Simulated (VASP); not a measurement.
# AlGaN2: relaxation of cell and atoms with PBEsol

Crystal: AlGaN2.

```
Al Ga N
1.0
    -0.00287    0.00000   -5.09271
     3.14339    5.44826    0.00177
     3.14339   -5.44826    0.00177
Al Ga N
4 4 8
Direct
  0.00210 0.16816 0.33524
  0.00209 0.16648 0.83193
  0.50209 0.33193 0.66648
  0.50210 0.83524 0.66816
  0.00152 0.66696 0.33461
  0.00126 0.66539 0.83140
  0.50126 0.33140 0.16539
  0.50152 0.83461 0.16696
  0.62965 0.17074 0.34050
  0.62769 0.16363 0.82654
  0.61895 0.66947 0.33974
  0.61676 0.66288 0.82632
  0.12769 0.32654 0.66363
  0.11676 0.32632 0.16288
  0.12965 0.84050 0.67074
  0.11895 0.83974 0.16947
```

The cell was built by a generator and needn't be a form met in nature.

* Program: VASP 6.6.1
* Task: relaxation of cell and atoms
* Functional: PBEsol
* Potentials or basis: VASP PAW PBE potentials, release 64 (Al, Ga_d, N)
* Cutoff: 600 eV
* k mesh: 6 × 6 × 6
* Occupations: gaussian, width 0.03 eV
* Spin: no spin polarisation
* Further INCAR settings: ALGO = Normal; EDIFF = 1e-07; IBRION = 2; EDIFFG = -0.005; NSW = 90; ISIF = 3

```json
{"Relaxed volume": "10.90 Å³/atom", "Relaxed cell": "a = 5.093 Å, b = 6.289 Å, c = 6.289 Å, α = 120.03°, β = 90.03°, γ = 90.03°", "Space group after relaxing (to 0.05 Å)": "Cc (No. 9)", "Energy gained by relaxing": "0.0 meV/atom", "Ionic steps": "3", "Pressure after relaxing": "0.0 GPa", "Largest force after relaxing": "0.005 eV/Å", "Band gap on the k mesh": "2.97 eV, direct"}
```

Forces on the atoms (eV/Å):
```
Al   0.001  0.000  0.002
Al   0.002  0.000 -0.002
Al   0.002  0.000 -0.002
Al   0.001  0.000  0.002
Ga   0.001  0.000  0.004
Ga  -0.001  0.000  0.002
Ga  -0.001  0.000  0.002
Ga   0.001  0.000  0.004
N   -0.001  0.000 -0.002
N   -0.001  0.000 -0.005
N   -0.001  0.001  0.002
N    0.002  0.000 -0.001
N   -0.001  0.000 -0.005
N    0.002  0.000 -0.001
N   -0.001  0.000 -0.002
N   -0.001 -0.001  0.002
```

Final structure:
```
Al Ga N
1.0
    -0.00280    0.00000   -5.09292
     3.14301    5.44761    0.00172
     3.14301   -5.44761    0.00172
Al Ga N
4 4 8
Direct
  0.00208 0.16814 0.33522
  0.00215 0.16647 0.83194
  0.50215 0.33194 0.66647
  0.50208 0.83522 0.66814
  0.00144 0.66698 0.33462
  0.00127 0.66539 0.83140
  0.50127 0.33140 0.16539
  0.50144 0.83462 0.16698
  0.62965 0.17073 0.34050
  0.62773 0.16361 0.82653
  0.61892 0.66948 0.33974
  0.61676 0.66291 0.82635
  0.12773 0.32653 0.66361
  0.11676 0.32635 0.16291
  0.12965 0.84050 0.67073
  0.11892 0.83974 0.16948
```

Levels at points of the mesh, in eV from the valence-band top:
| k point | band 48 | band 49 | band 50 | band 51 | band 52 | band 53 | band 54 | band 55 | band 56 | band 57 |
| --- | --- | --- | --- | --- | --- | --- | --- | --- | --- | --- |
| (0.00, 0.00, 0.00) | -0.71 | -0.71 | -0.07 | -0.01 | 0.00 | 2.97 | 4.99 | 5.00 | 5.37 | 5.59 |
| (0.50, 0.00, 0.00) | -1.44 | -0.49 | -0.49 | -0.43 | -0.43 | 4.59 | 4.59 | 4.71 | 4.71 | 5.02 |
| (0.00, 0.50, 0.00) | -1.60 | -0.65 | -0.55 | -0.47 | -0.25 | 5.04 | 5.20 | 5.65 | 5.69 | 6.46 |
| (0.50, 0.50, 0.00) | -1.25 | -1.17 | -1.10 | -1.09 | -0.89 | 5.62 | 5.69 | 5.79 | 6.08 | 6.12 |
| (0.00, 0.50, 0.50) | -1.61 | -0.56 | -0.56 | -0.42 | -0.38 | 5.05 | 5.13 | 5.61 | 5.76 | 6.42 |
| (0.50, 0.50, 0.50) | -1.27 | -1.10 | -1.10 | -1.07 | -1.07 | 5.70 | 5.70 | 5.76 | 5.76 | 6.30 |

Run time: 32 min on 1 × NVIDIA H100 80GB with 1 thread of AMD EPYC 7R13 Processor (Zen 3), with other jobs on the host, peak memory 1.8 GiB.

Caveat: the PAW data sets were made with another functional, which shifts forces and pressure a little. A k mesh can miss the band edges.
